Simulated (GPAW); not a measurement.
Ti2O:

```
CELL_PARAMETERS angstrom
2.91940 0.00000 0.00000
-1.45970 2.52827 0.00000
0.00000 0.00000 4.71300
ATOMIC_POSITIONS crystal
Ti 0.33333 0.66667 0.72126
Ti 0.66667 0.33333 0.27874
O 0.00000 0.00000 0.00000
```

Base run:

| Property | Result |
| --- | --- |
| Program | GPAW 26.7.0 |
| Functional | PBEsol |
| Potentials or basis | PAW data sets generated in the run's folder for this functional |
| Cutoff | 800 eV |
| Basis | pw |
| k mesh | 8 × 8 × 5 |
| Occupations | fermi-dirac, width 0.05 eV |
| Spin | no spin polarisation |

Its results: pressure 5.2 GPa; largest force 1.303 eV/Å.

The run is repeated on the same cell with these changes: functional from PBEsol to LDA; potentials or basis from PAW data sets generated in the run's folder for this functional to the program's PAW data sets (release 1.2.1) made for this functional. What comes out?

Pressure -1.0 GPa; largest force 1.416 eV/Å.

Caveats: forces of over 1 eV/Å show positions far from the minimum, so gaps and moduli don't describe the material at rest.

Not every run made on this cell is shown here.
